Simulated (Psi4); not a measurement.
# CHF3 (trifluoromethane) at MP2/def2-SVPD

Aim: the vertical electron affinity of CHF3 (trifluoromethane) at MP2/def2-SVPD, from 2 runs. 

Program for the calculation: Psi4 1.11.

### 1 The system as given

CHF3: 5 atoms, total charge 0, spin state singlet. SMILES: `FC(F)F`. Geometry: relaxed at PBE0-D4/def2-TZVP.

Bond lengths: F1–C2 1.331 Å, C2–F3 1.331 Å, C2–F4 1.331 Å, C2–H5 1.093 Å. Angles: F1–C2–F3 108.5°, F1–C2–F4 108.5°, F3–C2–F4 108.5°, F1–C2–H5 110.4°, F3–C2–H5 110.4°, F4–C2–H5 110.4°.

### 2 The energy at MP2/def2-SVPD

Input file chf3_ase.py:

```python
import numpy as np
from ase.calculators.psi4 import Psi4
from ase import Atoms

mol = Atoms(['F', 'C', 'F', 'F', 'H'], positions=[
    [-0.668650, -0.329700, 1.079190],
    [0.019500, 0.056360, 0.006820],
    [1.047350, -0.773770, -0.157470],
    [-0.772570, -0.035090, -1.059420],
    [0.374370, 1.082210, 0.130870],
])
calc = Psi4(atoms=mol, method='mp2', basis='def2-SVPD', memory='2200MB', num_threads=1, charge=0, multiplicity=1, label='chf3', reference='rhf')
calc.psi4.set_options({'puream': True, 'e_convergence': 1e-09, 'd_convergence': 1e-08, 'scf_type': 'pk', 'num_frozen_docc': 4, 'mp2_type': 'conv'})
mol.calc = calc

print(f'energy: {mol.get_potential_energy():.6f} eV')
```

Started as:

```bash
python chf3_ase.py
```

chf3.dat:

```text
[...]
  Running in c1 symmetry.
[...]
  Nuclear repulsion =  133.952934315841190
[...]
  Multiplicity = 1
[...]
  Nalpha       = 17
  Nbeta        = 17
[...]
    Number of basis functions: 97
[...]
   @RHF iter   1:  -336.43087637714899   -3.71045e-01   5.03112e-03 ADIIS/DIIS
[...]
   @RHF iter  10:  -336.52278177623225   -2.50111e-12   4.16321e-09 DIIS
[...]
    Orbital Energies [Eh]
    ---------------------
    Doubly Occupied:
       1A    -26.349405     2A    -26.349402     3A    -26.349383
       4A    -11.524655     5A     -1.723967     6A     -1.624323
       7A     -1.624320     8A     -0.987168     9A     -0.858490
      10A     -0.837942    11A     -0.837942    12A     -0.722115
      13A     -0.722114    14A     -0.678687    15A     -0.678686
      16A     -0.660995    17A     -0.603510
[...]
  @RHF Final Energy:  -336.52278177623225
   => Energetics <=
    Nuclear Repulsion Energy =            133.9529343158411905
    One-Electron Energy =                -734.6852196903375898
    Two-Electron Energy =                 264.2095035982641775
    Total Energy =                       -336.5227817762322502
[...]
 Multipole Moments:
 ------------------------------------------------------------------------------------
     Multipole            Electronic (a.u.)      Nuclear  (a.u.)        Total (a.u.)
 ------------------------------------------------------------------------------------
 L = 1.  Multiply by 2.5417464519 to convert [e a0] to [Debye]
 Dipole X            :         -0.2996638            0.5367396            0.2370758
 Dipole Y            :         -0.8662771            1.5515684            0.6852913
 Dipole Z            :         -0.1047363            0.1876370            0.0829007
 Magnitude           :                                                    0.7298641
[...]
	SCS-MP2 Total Energy (a.u.)        :  -337.21265584279411
	SOS-MP2 Total Energy (a.u.)        :  -337.14716221959463
	SCSN-MP2 Total Energy (a.u.)       :  -336.86858810672572
[...]
	SOS-PI-MP2 Total Energy (a.u.)     :  -337.25122562682174
[...]
	MP2 Total Energy (a.u.)            :  -337.23957968196618
[...]
```

Standard output:

```text
energy: -9176.756385 eV
```

Run time: 5.1 s. Hardware: 1 thread of Intel Xeon 6975P-C (Granite Rapids), shared host; peak memory 0.56 GiB.

### 3 The doublet anion at the same level

Input file input.inp:

```
memory 2.2 GB

molecule system {
  -1 2
  F     -0.668650    -0.329700     1.079190
  C      0.019500     0.056360     0.006820
  F      1.047350    -0.773770    -0.157470
  F     -0.772570    -0.035090    -1.059420
  H      0.374370     1.082210     0.130870
  symmetry c1
  no_reorient
  no_com
}

set {
  reference uhf
  puream true
  e_convergence 1e-09
  d_convergence 1e-08
  scf_type pk
  num_frozen_docc 4
  mp2_type conv
  maxiter 100
}

energy("mp2/def2-SVPD")
```

Started as:

```bash
psi4 -n 1 input.inp input.out
```

input.out:

```text
[...]
  Running in c1 symmetry.
[...]
  Nuclear repulsion =  133.952934315841162
[...]
  Multiplicity = 2
[...]
  Nalpha       = 18
  Nbeta        = 17
[...]
    Number of basis functions: 97
[...]
   @UHF iter   1:  -336.34505656836399   -2.85226e-01   4.80646e-03 ADIIS/DIIS
[...]
   @UHF iter  14:  -336.43155633892803   -7.04858e-12   6.51143e-09 DIIS
[...]
   @S^2 Observed:                7.506340531E-01
[...]
    Orbital Energies [Eh]
    ---------------------
    Alpha Occupied:
       1A    -26.167658     2A    -26.167655     3A    -26.167637
       4A    -11.321018     5A     -1.541610     6A     -1.442930
       7A     -1.442927     8A     -0.803369     9A     -0.673835
      10A     -0.656947    11A     -0.656946    12A     -0.542503
      13A     -0.542503    14A     -0.497886    15A     -0.497885
      16A     -0.480626    17A     -0.413751    18A      0.088629
    Alpha Virtual:
      19A      0.265805    20A      0.275377    21A      0.275378
      22A      0.355415    23A      0.355416    24A      0.373307
      25A      0.373308    26A      0.374832    27A      0.470054
[...]
  @UHF Final Energy:  -336.43155633892803
   => Energetics <=
    Nuclear Repulsion Energy =            133.9529343158411621
    One-Electron Energy =                -740.8467507365141955
    Two-Electron Energy =                 270.4622600817450007
    Total Energy =                       -336.4315563389280328
  UHF NO Occupations:
  HONO-2 :   16  A 1.9999684
  HONO-1 :   17  A 1.9997824
[...]
 Multipole Moments:
 ------------------------------------------------------------------------------------
     Multipole            Electronic (a.u.)      Nuclear  (a.u.)        Total (a.u.)
 ------------------------------------------------------------------------------------
 L = 1.  Multiply by 2.5417464519 to convert [e a0] to [Debye]
 Dipole X            :          5.4165749           -5.7702031           -0.3536282
 Dipole Y            :         15.6577753          -16.6799889           -1.0222136
 Dipole Z            :          1.8936620           -2.0173015           -0.1236395
 Magnitude           :                                                    1.0886966
[...]
	SCS-MP2 Total Energy (a.u.)        :  -337.12857250255632
	SOS-MP2 Total Energy (a.u.)        :  -337.11402042692703
	SCSN-MP2 Total Energy (a.u.)       :  -336.78557671245329
[...]
	SOS-PI-MP2 Total Energy (a.u.)     :  -337.16651766446540
[...]
	MP2 Total Energy (a.u.)            :  -337.15767665381486
[...]
```

Wall time 5.7 s (1 thread of Intel Xeon 6975P-C (Granite Rapids), shared host); peak memory 0.56 GiB.

### 4 Outcome

At MP2/def2-SVPD, 4 core orbitals frozen:

| quantity | value |
| --- | --- |
| singlet CHF3: total energy | -337.23958 Eh |
| singlet CHF3: HOMO energy (Hartree–Fock orbitals) | -16.42 eV |
| singlet CHF3: LUMO energy (Hartree–Fock orbitals) | 2.54 eV |
| singlet CHF3: HOMO–LUMO gap (Hartree–Fock orbitals) | 18.96 eV |
| singlet CHF3: correlation energy (4 core orbitals frozen) | -716.8 mEh |
| doublet anion: total energy | -337.15768 Eh |
| doublet anion: HOMO energy (Hartree–Fock orbitals) (highest over α and β) | 2.41 eV |
| doublet anion: LUMO energy (Hartree–Fock orbitals) (lowest over α and β) | 6.88 eV |
| doublet anion: correlation energy (4 core orbitals frozen) | -726.1 mEh |
| doublet anion: ⟨S²⟩ of the reference determinant | 0.751 |
| vertical electron affinity (to the doublet anion) | -2.229 eV |

In words: The anion lies 2.23 eV (51 kcal/mol) above the neutral: the electron isn't bound at this level, and such a value depends on the basis. The HOMO (doublet anion) lies at positive energy, 2.41 eV: the electron is unbound at this level or held by a compact basis; values depend on the basis.
